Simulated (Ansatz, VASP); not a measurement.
**One calculation of Li, two programs**

INCAR

```
SYSTEM = Li
PREC = Accurate ; ENCUT = 520
EDIFF = 1E-6 ; ISMEAR = -1
SIGMA = 0.05 ; LREAL = .FALSE.
LASPH = .TRUE. ; NELM = 100
ALGO = Fast ; ISIF = 2
LWAVE = .FALSE. ; LCHARG = .TRUE.
GGA = PS ; IVDW = 13
LELF = .TRUE. ; LVHAR = .TRUE.
NBANDS = 8
```

KPOINTS

```
Automatic mesh
0
G
  5 5 5
  0 0 0
```

File POSCAR:

```
Li
1.0
    4.9197070000      0.0000000000      0.0000000000
    0.0000000000      4.9197070000      0.0000000000
    0.0000000000      0.0000000000      4.9197070000
Li
1
Direct
    0.0000000000      0.0000000000      0.0000000000
```

Input for Ansatz:

```yaml
crystal:
  lattice:
    - [4.919707, 0.0, 0.0]
    - [0.0, 4.919707, 0.0]
    - [0.0, 0.0, 4.919707]
  atoms:
    - { symbol: Li, position: [0.0, 0.0, 0.0] }
basis:
  ecutwfc: 460.0
  fft_grid_basis: typed
kpoints:
  mp_grid:
    grid: [5, 5, 5]
hamiltonian:
  xc: pbesol
  dispersion: d4
scf:
  occupations:
    method: fermi_dirac
    width: 0.05
output:
  write_density: true
```

This isn't the form of Li at room conditions, which is bcc.

Alike in both runs: task single point; functional PBEsol; dispersion D4; k mesh 5 × 5 × 5; occupations fermi-dirac, width 0.05 eV; no spin polarisation.

|  | VASP | Ansatz |
| --- | --- | --- |
| version | VASP 6.6.1 | Ansatz 0.2.0 |
| potentials or method | VASP PAW PBE potentials, release 64 (Li_sv) | plane waves, PAW |
| plane-wave cutoff (eV) | 520 | 460 |
| valence electrons in the cell | 3 | 3 |

Ansatz gave:

* dispersion energy (meV/atom): -219.8

**Question.** Estimate VASP's values.

**Answer.** Dispersion energy (meV/atom): -219.5.
